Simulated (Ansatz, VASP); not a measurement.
# One calculation of Ni, two programs

```xyz
1
Lattice="0.0000 1.7810 1.7810 1.7810 0.0000 1.7810 1.7810 1.7810 0.0000" Properties=species:S:1:pos:R:3 pbc="T T T"
Ni    0.0000    0.0000    0.0000
```

Alike in both runs: task single point; functional LDA; k mesh 15 × 15 × 15; occupations gaussian, width 0.05 eV; collinear spin; Hubbard terms Ni d U = 4.2 eV.

|  | VASP | Ansatz |
| --- | --- | --- |
| version | VASP 6.6.1 | Ansatz 0.2.0 |
| potentials or method | VASP PAW LDA potentials, release 64 (Ni) | PAW, plane waves, scalar-relativistic |
| plane-wave cutoff (eV) | 520 | 420 |
| valence electrons in the cell | 10 | 18 |

```tsv
	VASP	Ansatz	Ansatz less VASP
net moment per atom (μB)	0.66	0.65	-0.016
size of the moment on the site where the two differ most (μB)	0.69	0.70	+0.003
```

Site moments also hang on the region over which each program counts them. The programs project onto different local orbitals, so the same U acts differently. The two sets of potentials don't hold the same shells in valence. Ansatz warned: «filled_band_counts_differ_across_k_points».

Caveats: the U is typed as a test and isn't derived for this compound. The state reached can hang on the start; a lower one may exist.
